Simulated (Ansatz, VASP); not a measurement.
# One calculation of C, two programs

The input POSCAR:

```
C
1.0
    2.1130425595     -1.2200386853      0.0000000000
    2.1130425595      1.2200386853      0.0000000000
   -1.3698138511      0.0000000000      3.4793204435
C
2
Direct
    0.1666444700      0.1666444700      0.9999069600
    0.8333555300      0.8333555300      0.0000930400
```

INCAR.step1

```
  PREC = Accurate
  ENCUT = 520
  ISMEAR = -1
  SIGMA = 0.05
  LREAL = False
  LASPH = True
  NELM = 100
  NBANDS = 11
  GGA = PE
  ALGO = Normal
  EDIFF = 1E-4
  LWAVE = True
  LCHARG = False
```

Contents of INCAR.step2:

```
  PREC = Accurate
  ENCUT = 520
  EDIFF = 1E-7
  ISMEAR = -1
  SIGMA = 0.05
  LREAL = False
  LASPH = True
  NELM = 100
  ALGO = Normal
  ISIF = 2
  LWAVE = False
  LCHARG = True
  METAGGA = R2SCAN
  LMIXTAU = True
  LELF = True
  LVHAR = True
  NBANDS = 11
  ISTART = 1
```

The input KPOINTS:

```
Automatic mesh
0
Gamma
  13 13 8
```

File input.yaml:

```yaml
crystal:
  lattice:
    - [2.1130425595, -1.2200386853, 0.0]
    - [2.1130425595, 1.2200386853, 0.0]
    - [-1.3698138511, 0.0, 3.4793204435]
  atoms:
    - { symbol: C, position: [0.16664447, 0.16664447, 0.99990696] }
    - { symbol: C, position: [0.83335553, 0.83335553, 9.304e-05] }
hamiltonian:
  xc: r2scan
  pseudopotentials: { kind: paw }
kpoints:
  mp_grid: { grid: [13, 13, 8] }
scf:
  occupations: { method: fermi_dirac, width: 0.05 }
output:
  forces: true
  stress: true
  eigenvalues: true
  write_density: true
  write_potential: true
  elf: true
  volumetric_format: npy
```

This is a stacking variant of graphite.

Alike in both runs: task single point; functional r2SCAN; k mesh 13 × 13 × 8; occupations fermi-dirac, width 0.05 eV; no spin polarisation.

|  | VASP | Ansatz |
| --- | --- | --- |
| version | VASP 6.6.1 | Ansatz 0.2.0 |
| potentials or method | VASP PAW PBE potentials, release 64 (C) | Ansatz PAW |
| plane-wave cutoff (eV) | 520 | 500 |
| valence electrons in the cell | 8 | 8 |

VASP gave:

* gap on the k mesh at the Fermi level (eV): 1.00
* least direct gap on the mesh (eV): 1.01
* pressure (GPa): 6.3
* largest component of the traceless stress (GPa): 5.96
* rms of the force components (eV/Å): 0.006

Which values does Ansatz return?

gap on the k mesh at the Fermi level (eV): 1.00; least direct gap on the mesh (eV): 1.01; pressure (GPa): 5.6; largest component of the traceless stress (GPa): 5.17; rms of the force components (eV/Å): 0.006.

Atom by atom the forces differ by 0.000 eV/Å (rms over components). With one functional, cell and mesh, what is left measures potentials, basis and numerics.

Caveats: the PAW data sets were made with another functional, which shifts forces and pressure a little (VASP); an odd mesh through Γ misses points on the zone boundary, where band edges often lie (VASP); odd divisions of the mesh miss points on the zone boundary, where band edges often lie, so the gap on the mesh can be too wide (Ansatz); the PAW data sets come from PBE, with cores solved anew for the run's functional, which leaves a small shift of forces and pressure (Ansatz).
